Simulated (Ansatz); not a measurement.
# SnS2 (Berndtite-2T): properties at the relaxed cell

An exercise on one series of results from a longer session: the logs are not shown, and one member is left open.

Computed with Ansatz 0.2.0 (DFT HSE06, scalar-relativistic, plane waves, PAW, unless a step's input says otherwise).

## The system as given

It takes space group P-3m1 (No. 164, trigonal). Conventional cell: a = 3.662 Å, b = 3.662 Å, c = 6.820 Å, α = 90.00°, β = 90.00°, γ = 120.00°. Around Sn (site symmetry -3m) lie 6 S at 2.56 Å. Around S (site symmetry 3m) lie 3 Sn at 2.56 Å.

As a file:

```
CELL_PARAMETERS angstrom
3.66226 0.00000 0.00000
-1.83113 3.17161 0.00000
0.00000 0.00000 6.81961
ATOMIC_POSITIONS crystal
Sn 0.00000 0.00000 0.00000
S 0.33333 0.66667 0.21251
S 0.66667 0.33333 0.78749
```

It is the result of an earlier relaxation at this level (volume 26.40 Å³/atom; gap on the mesh: 2.50 eV).

The first run:

Input file input.yaml:

```yaml
crystal:
  lattice:
    - [3.6252694094, 0.0, 0.0]
    - [-1.8126347047, 3.1395754041, 0.0]
    - [0.0, 0.0, 6.750716896]
  atoms:
    - { symbol: Sn, position: [0.0, 0.0, 0.0] }
    - { symbol: S, position: [0.3333333333, 0.6666666667, 0.2125118001] }
    - { symbol: S, position: [0.6666666667, 0.3333333333, 0.7874881999] }
basis:
  ecutwfc: 420
kpoints:
  mp_grid: { grid: [6, 6, 4] }
hamiltonian:
  xc: hse06
scf:
  occupations: { method: gaussian, width: 0.02 }
output:
  forces: true
  stress: true
  eigenvalues: true
relax:
  adjacent_minimum: "off"
  f_tol: 0.01
  max_steps: 30
  cell: { stress_tol: 0.1, fix: [volume] }
```

Command:

```
$ ansatz run input.yaml --threads 4 --pin off --max-ram 10240MiB --backend cpu --events-out ev --progress --plain --runs-dir out
```

Among the steps run: Volume × 0.97; Point at V/V0 = 1.03; Point at V/V0 = 0.94; The cell scaled to 1.06 of its volume.

One of the session's tables, all rows but one given; the rest of the session is left out.

It belongs to the step «Energy against volume». 

```
volume (Å³/atom)  energy above the lowest point (meV/atom)  pressure (GPa)  gap on the mesh (eV)
          24.820                                       1.3            0.31                  2.49
          25.612                                         ?               ?                     ?
          26.404                                       0.0            0.00                  2.50
          27.196                                       0.1           -0.04                  2.50
          27.988                                       0.3           -0.06                  2.51
```

**Question.** Estimate the row for volume (Å³/atom) = 25.612.

Worked estimate for «energy above the lowest point (meV/atom)». A straight line through the neighbours (24.820, 1.3) and (26.404, 0.0) gives 1.3 + (0.0 − 1.3) × (25.612 − 24.820) / (26.404 − 24.820) = 0.7; a parabola fitted to 3 rows on both sides gives 0.4.

**Answer.** energy above the lowest point (meV/atom): 0.3; pressure (GPa): 0.11; gap on the mesh (eV): 2.49. In «energy above the lowest point (meV/atom)» the line misses by +0.4 and the parabola by +0.1.

To keep in mind: Layers here are held mostly by dispersion, which this level lacks, so their spacing and the stiffness across them are unreliable there.
